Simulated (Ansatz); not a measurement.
# Pt (P6_3/mmc) in Ansatz: equation of state

How stiff is Pt in PBEsol, and what volume does it want? The cell is scaled to several volumes.

Program: Ansatz 0.2.0. These are calculated values, not measurements. Logs are shortened: lines on timing, memory, paths and dates and some standing lists are left out, and cuts for length are marked.

### 1 Starting point

The structure is hexagonal, space group P6_3/mmc (No. 194). The conventional cell has a = 2.761 Å, b = 2.761 Å, c = 4.792 Å, α = 90.00°, β = 90.00°, γ = 120.00°. Around Pt (site symmetry -6m2) lie 12 Pt at 2.76 to 2.88 Å.

This isn't the form of Pt at room conditions, which is fcc.

### 2 Equation of state, PBEsol

Potentials or basis: all-electron LAPW, scalar-relativistic.

This step only gathers the single runs of the series.

What came out:

| Quantity | Value |
| --- | --- |
| Equilibrium volume | 15.16 Å³/atom |
| Bulk modulus at fixed shape and positions | 281 GPa |
| Pressure derivative of the bulk modulus | 5.4 |

Energy against volume, from the lowest point:
| volume (Å³/atom) | energy (meV/atom) |
| --- | --- |
| 14.866 | 5.03 |
| 15.182 | 0.00 |
| 15.498 | 6.45 |
| 15.815 | 22.93 |
| 16.131 | 48.19 |
| 16.447 | 81.09 |
| 16.763 | 120.66 |

Caveat: the cell was scaled at fixed shape and fractional positions, which overstates the stiffness of a crystal with free parameters, most of all of layers and chains. The run has no spin-orbit coupling, so splittings on Pt are missing.
